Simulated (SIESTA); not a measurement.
The system is Ti.

```
CELL_PARAMETERS angstrom
4.56737 0.00000 0.00000
-2.28369 3.95546 0.00000
0.00000 0.00000 2.82624
ATOMIC_POSITIONS crystal
Ti 0.66667 0.33333 0.50000
Ti 0.33333 0.66667 0.50000
Ti 0.00000 0.00000 0.00000
```

This isn't the form of Ti at room conditions, which is hcp.

Base run:

```yaml
Program: SIESTA 5.4.2
Functional: PBEsol
Potentials_or_basis: PseudoDojo 0.4 standard (PBEsol files)
Basis: SZP (energy shift 0.003 Ry)
Grid_cutoff: 800 Ry
Energy_shift: 0.003 Ry
k_mesh: 7 × 7 × 9
Occupations: fermi-dirac, width 0.05 eV
Spin: no spin polarisation
```

Its results: band gap on the k mesh none (metal or under the smearing width); pressure -0.4 GPa.

Problem. After a change of settings the same cell gave: band gap on the k mesh none (metal or under the smearing width); pressure -5.8 GPa. Which change was it?
A. basis from SZP (energy shift 0.003 Ry) to DZ (energy shift 0.003 Ry; two zetas on semicore shells)
B. basis from SZP (energy shift 0.003 Ry) to TZDP (energy shift 0.003 Ry; two zetas on semicore shells)
C. basis from SZP (energy shift 0.003 Ry) to TZP (energy shift 0.003 Ry; two zetas on semicore shells)
D. basis from SZP (energy shift 0.003 Ry) to DZP (energy shift 0.003 Ry; two zetas on semicore shells)

Solution. A.

Caveats: the basis of atomic orbitals isn't converged, which shifts pressures, moduli and gaps; the basis has no polarisation orbitals (some runs).
